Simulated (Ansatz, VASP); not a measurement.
**GaP: VASP beside Ansatz**

```
Ga P
1.0
     0.00000    2.72525    2.72525
     2.72525    0.00000    2.72525
     2.72525    2.72525    0.00000
Ga P
1 1
Direct
  0.00000 0.00000 0.00000
  0.75000 0.75000 0.75000
```

Alike in both runs: task single point; functional PBE; k mesh 8 × 8 × 8; occupations gaussian, width 0.017 eV; no spin polarisation.

```csv
,VASP,Ansatz
version,VASP 6.6.1,Ansatz 0.2.0
potentials or method,"VASP PAW PBE potentials, release 64 (Ga_d, P)",Ansatz PAW
plane-wave cutoff (eV),520,420
valence electrons in the cell,18,18
```

Ansatz gave:

```
gap on the k mesh at the Fermi level (eV) : 1.64
least direct gap on the mesh (eV)         : 1.83
pressure (GPa)                            : 2.5
```

Problem. Estimate VASP's values.

Solution. gap on the k mesh at the Fermi level (eV): 1.64; least direct gap on the mesh (eV): 1.83; pressure (GPa): 2.4.

A k mesh can miss the band edges. A hybrid or GW would open this gap; PBE tends to underestimate it.
